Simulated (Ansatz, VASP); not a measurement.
# Two plane-wave programs on BeTe

```
Be Te
1.0
     0.00000    2.83146    2.83146
     2.83146    0.00000    2.83146
     2.83146    2.83146    0.00000
Be Te
1 1
Direct
  0.00000 0.00000 0.00000
  0.75000 0.75000 0.75000
```

The cell comes from a database or a generator and needn't be the stable form of this composition.

Alike in both runs: task single point; functional PBE; k mesh 6 × 6 × 6; occupations gaussian, width 0.1 eV; no spin polarisation.

```csv
,VASP,Ansatz
version,VASP 6.6.1,Ansatz 0.2.0
potentials or method,"VASP PAW PBE potentials, release 64 (Be, Te)","scalar-relativistic, plane waves, PAW"
plane-wave cutoff (eV),520,420
valence electrons in the cell,8,18
```

```csv
,VASP,Ansatz,Ansatz less VASP
gap on the k mesh at the Fermi level (eV),2.01,2.03,+0.014
least direct gap on the mesh (eV),3.62,3.64,+0.018
pressure (GPa),0.2,0.1,-0.13
```

The two sets of potentials don't hold the same shells in valence.

Caveats: spin-orbit coupling is left out, which moves the levels of the heavy elements. A k mesh can miss the band edges. A hybrid or GW would open this gap; PBE tends to underestimate it.
